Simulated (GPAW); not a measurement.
A run of GPAW 26.7.0 is set up as follows.

File run.py:

```python
from ase.filters import FrechetCellFilter
from ase.io import read, write
from ase.optimize import BFGS
from gpaw import GPAW, PW

atoms = read('Mo.xyz')

calc = GPAW(mode=PW(600),
            xc='MGGA_X_R2SCAN+MGGA_C_R2SCAN',
            kpts={'size': (12, 12, 12), 'gamma': True},
            occupations={'name': 'fermi-dirac', 'width': 0.05},
            nbands=16,
            convergence={'density': 1e-05, 'forces': 0.0001},
            maxiter=150,
            txt='gpaw.txt')
atoms.calc = calc
opt = BFGS(FrechetCellFilter(atoms), trajectory='relax.traj', logfile='-')
done = opt.run(fmax=0.02, steps=60)
calc.write('gs.gpw')
write('result.traj', atoms)
print('Converged:', done)
print('Cell:', atoms.cell.cellpar().round(4))
print('Volume:', round(atoms.get_volume(), 4))
print(atoms.get_scaled_positions().round(5))
```

File Mo.xyz:

```xyz
1
Lattice="-1.5838089719 1.5838089719 1.5838089719 1.5838089719 -1.5838089719 1.5838089719 1.5838089719 1.5838089719 -1.5838089719" Properties=species:S:1:pos:R:3 pbc="T T T"
Mo     0.0000000000      0.0000000000      0.0000000000
```

Potentials or basis: GPAW PAW data sets (gpaw-data 1.2.1), pw.

Run with:

```console
$ OMP_NUM_THREADS=1 python run.py
```

Question: Predict the relaxed volume.

Answer: 15.68 Å³/atom.

Question: What does it give for the relaxed cell?

Answer: a = 2.731 Å, b = 2.731 Å, c = 2.731 Å, α = 109.47°, β = 109.47°, γ = 109.47°.

Question: Estimate the space group after relaxing (to 0.05 Å).

Answer: Im-3m (No. 229).

Final structure:
```
Mo
1.0
    -1.57663    1.57663    1.57663
     1.57663   -1.57663    1.57663
     1.57663    1.57663   -1.57663
Mo
1
Direct
  0.00000 0.00000 0.00000
```

Caveat: later steps reuse the first step's grids; the PAW data sets were made with another functional, which shifts forces and pressure a little.
